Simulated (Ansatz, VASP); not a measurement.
# AlN: VASP beside Ansatz

```
Al N
1.0
    -1.98555    1.98555    3.67348
     1.98555   -1.98555    3.67348
     1.98555    1.98555   -3.67348
Al N
4 4
Direct
  0.66010 0.62500 0.53510
  0.08990 0.12500 0.46490
  0.37500 0.91010 0.03510
  0.87500 0.33990 0.96490
  0.37500 0.33990 0.46490
  0.87500 0.91010 0.53510
  0.08990 0.62500 0.96490
  0.66010 0.12500 0.03510
```

Alike in both runs: task single point; functional PBE; k mesh 6 × 6 × 6; occupations gaussian, width 0.1 eV; no spin polarisation.

|  | VASP | Ansatz |
| --- | --- | --- |
| version | VASP 6.6.1 | Ansatz 0.2.0 |
| potentials or method | VASP PAW PBE potentials, release 64 (Al, N) | scalar-relativistic, plane waves, PAW |
| plane-wave cutoff (eV) | 520 | 420 |
| valence electrons in the cell | 32 | 32 |

```tsv
	VASP	Ansatz	Ansatz less VASP
gap on the k mesh at the Fermi level (eV)	4.67	4.67	+0.002
least direct gap on the mesh (eV)	4.67	4.67	+0.002
rms of the force components (eV/Å)	2.975	2.951	-0.0246
```

Atom by atom the forces differ by 0.025 eV/Å (rms over components).

Caveats: forces of over 1 eV/Å show positions far from the minimum, so gaps and moduli don't describe the material at rest. A hybrid or GW would open this gap; PBE tends to underestimate it. A k mesh can miss the band edges.
